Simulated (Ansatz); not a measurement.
**H2 on SiC (111)**

The task, for SiC: adsorb H2 from several starts and take the binding apart.

The COD entry's cell or inner coordinates are ideal or old and differ from later refinements, so a difference from it is no clean test against experiment.

Program: Ansatz 0.2.0. Level of theory: DFT PBE+D3(BJ), scalar-relativistic, plane waves, PAW. These are calculated values, not measurements.

2 further runs of the same task are left out: 2 set aside as unsound or not needed.

### Step 1. The starting structure

It takes space group P3m1 (No. 156, trigonal). Conventional cell: a = 3.075 Å, b = 3.075 Å, c = 21.649 Å, α = 90.00°, β = 90.00°, γ = 120.00°. C (site symmetry 3m) is surrounded by 3 Si at 1.88 Å. Si (site symmetry 3m) has 4 C at 1.88 Å as nearest neighbours. C (site symmetry 3m) has 4 Si at 1.87 to 1.88 Å as nearest neighbours. Around Si (site symmetry 3m) lie 4 C at 1.87 to 1.97 Å. C (site symmetry 3m) is surrounded by 4 Si at 1.85 to 1.97 Å. Around Si (site symmetry 3m) lie 3 C at 1.85 Å.

Structure file:

```
CELL_PARAMETERS angstrom
6.15000 0.00000 0.00000
-3.07500 5.32606 0.00000
0.00000 0.00000 21.64914
ATOMIC_POSITIONS crystal
C 0.50000 0.00000 0.36953
C 0.50000 0.50000 0.36953
C 0.00000 0.00000 0.36953
C 0.00000 0.50000 0.36953
Si 0.16667 0.83333 0.39852
Si 0.16667 0.33333 0.39852
Si 0.66667 0.83333 0.39852
Si 0.66667 0.33333 0.39852
C 0.66667 0.83333 0.48550
C 0.66667 0.33333 0.48550
C 0.16667 0.83333 0.48550
C 0.16667 0.33333 0.48550
Si 0.33333 0.66667 0.51239
Si 0.33333 0.16667 0.51239
Si 0.83333 0.66667 0.51239
Si 0.83333 0.16667 0.51239
C 0.83333 0.66667 0.60327
C 0.83333 0.16667 0.60327
C 0.33333 0.66667 0.60327
C 0.33333 0.16667 0.60327
Si 0.50000 0.50000 0.62719
Si 0.50000 0.00000 0.62719
Si 0.00000 0.50000 0.62719
Si 0.00000 0.00000 0.62719
```

Miller indices refer to the conventional cell of the relaxed bulk, F-43m (No. 216): a = 4.349 Å, b = 4.349 Å, c = 4.349 Å, α = 90.00°, β = 90.00°, γ = 90.00°.

This (111) slab, 5.6 Å thick as cut, with 16 Å of vacuum, in a 2×2 surface cell; its outer planes are Si (top) and C (bottom), was relaxed beforehand with its lower half held: -10635.4564 eV, work function 4.09 eV (top face), 6.72 eV (bottom face), dipole along +c 0.477 e·Å per cell.

### Step 2. H2, flat, over a top (Si) site

Input file input.yaml:

```yaml
crystal:
  lattice:
    - [6.1499993378, 0.0, 0.0]
    - [-3.0749996689, 5.3260556598, 0.0]
    - [0.0, 0.0, 23.649135111]
  atoms:
    - { symbol: C, position: [0.5, 0.0, 0.3382787558] }
    - { symbol: C, position: [0.5, 0.5, 0.3382787558] }
    - { symbol: C, position: [0.0, 0.0, 0.3382787558] }
    - { symbol: C, position: [0.0, 0.5, 0.3382787558] }
    - { symbol: Si, position: [0.1666666667, 0.8333333333, 0.3648201779] }
    - { symbol: Si, position: [0.1666666667, 0.3333333333, 0.3648201779] }
    - { symbol: Si, position: [0.6666666667, 0.8333333333, 0.3648201779] }
    - { symbol: Si, position: [0.6666666667, 0.3333333333, 0.3648201779] }
    - { symbol: C, position: [0.6666666667, 0.8333333333, 0.4444444444] }
    - { symbol: C, position: [0.6666666667, 0.3333333333, 0.4444444444] }
    - { symbol: C, position: [0.1666666667, 0.8333333333, 0.4444444444] }
    - { symbol: C, position: [0.1666666667, 0.3333333333, 0.4444444444] }
    - { symbol: Si, position: [0.3333333333, 0.6666666667, 0.4690582544] }
    - { symbol: Si, position: [0.3333333333, 0.1666666667, 0.4690582544] }
    - { symbol: Si, position: [0.8333333333, 0.6666666667, 0.4690582544] }
    - { symbol: Si, position: [0.8333333333, 0.1666666667, 0.4690582544] }
    - { symbol: C, position: [0.8333333333, 0.6666666667, 0.5522486167] }
    - { symbol: C, position: [0.8333333333, 0.1666666667, 0.5522486167] }
    - { symbol: C, position: [0.3333333333, 0.6666666667, 0.5522486167] }
    - { symbol: C, position: [0.3333333333, 0.1666666667, 0.5522486167] }
    - { symbol: Si, position: [0.5, 0.5, 0.5741467581] }
    - { symbol: Si, position: [0.5, 0.0, 0.5741467581] }
    - { symbol: Si, position: [0.0, 0.5, 0.5741467581] }
    - { symbol: Si, position: [0.0, 0.0, 0.5741467581] }
    - { symbol: H, position: [0.0, 0.0, 0.6764760817] }
    - { symbol: H, position: [-0.1014028439, -0.1353188311, 0.6764760817] }
basis:
  ecutwfc: 420
kpoints:
  mp_grid: { grid: [3, 3, 1] }
hamiltonian:
  xc: pbe
  dispersion: d3bj
scf:
  occupations: { method: gaussian, width: 0.05 }
output:
  forces: true
  eigenvalues: true
  write_density: true
  write_potential: true
  elf: true
  volumetric_format: npy
relax:
  adjacent_minimum: "off"
  f_tol: 0.04
  max_steps: 100
  constraints: [{ sites: [0, 1, 2, 3, 4, 5, 6, 7, 8, 9, 10, 11] }]
efield:
  axis: 3
  dipole_correction: true
  ramp_width: 0.04
```

Command:

```
$ ansatz run input.yaml --threads 2 --pin off --max-ram 6144MiB --backend cpu --events-out ev --progress --plain --runs-dir out
```

Further runs follow: H2, tilted, over a hollow (nearest Si) site; H2, upright, over a top (Si) site; the lowest end once more, with its density; the slab alone, frozen as in the lowest end; the molecules alone, frozen as adsorbed.

Q: Predict the outcome of this session. Wanted: H2: lowest end; interaction of the frozen parts; electrons moved above the midplane.

As calculated:

| quantity | value |
| --- | --- |
| H2: lowest end | E_ads -3.03 eV, flat start over top Si |
| interaction of the frozen parts | -9.02 eV a cell |
| cost of deforming the slab | -0.02 eV |
| cost of deforming and crowding the molecules | 6.01 eV |
| electrons moved above the midplane | +0.184 |

What this shows: H2 binds with 3.03 eV a molecule at best. In the lowest end it has come apart into H + H. In all 0.94 electrons are rearranged, and 0.18 cross the midplane towards the molecule.
